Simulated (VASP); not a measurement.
TiSe2: phonons with LDA

The system is TiSe2.

```
CELL_PARAMETERS angstrom
3.44100 0.00000 0.00000
-1.72050 2.98000 0.00000
0.00000 0.00000 5.79886
ATOMIC_POSITIONS crystal
Ti 0.00000 0.00000 0.00000
Se 0.33333 0.66667 0.26556
Se 0.66667 0.33333 0.73444
```

- Program: VASP 6.6.1
- Task: phonons
- Functional: LDA
- Potentials or basis: VASP PAW LDA potentials, release 64 (Ti_sv, Se)
- Cutoff: 600 eV
- k mesh: 18 × 18 × 10
- Occupations: methfessel-paxton, width 0.2 eV
- Spin: no spin polarisation
- By perturbation theory: no
- Further INCAR settings: ALGO = Normal; EDIFF = 1e-08; IBRION = 6; POTIM = 0.015; NSW = 1

```
Relaxed volume                                          : 19.83 Å³/atom
Relaxed cell                                            : a = 3.440 Å, b = 3.440 Å, c = 5.804 Å, α = 90.00°, β = 90.00°, γ = 120.00°
Space group after relaxing (to 0.05 Å)                  : P-3m1 (No. 164)
Highest phonon frequency at Γ, LO-TO splitting left out : 315 cm⁻¹
```

Final structure:
```cif
data_structure
_symmetry_space_group_name_H-M 'P 1'
_symmetry_Int_Tables_number 1
_cell_length_a 3.4403
_cell_length_b 3.4403
_cell_length_c 5.8043
_cell_angle_alpha 90.000
_cell_angle_beta 90.000
_cell_angle_gamma 120.000
_cell_volume 59.49
loop_
_atom_site_label
_atom_site_type_symbol
_atom_site_fract_x
_atom_site_fract_y
_atom_site_fract_z
_atom_site_occupancy
Ti1 Ti 0.00000 0.00000 0.00000 1
Se1 Se 0.33333 0.66667 0.26540 1
Se2 Se 0.66667 0.33333 0.73460 1
```

Phonon frequencies in cm⁻¹ (negative: imaginary):
```
              q point                    frequencies
(0.000, 0.000, 0.000)  0 0 0 143 143 175 175 205 315
```

Wall time 18 min on 2 MPI ranks on Intel(R) Xeon(R) 6975P-C (Granite Rapids) (shared host), peak memory 2.7 GiB a rank.
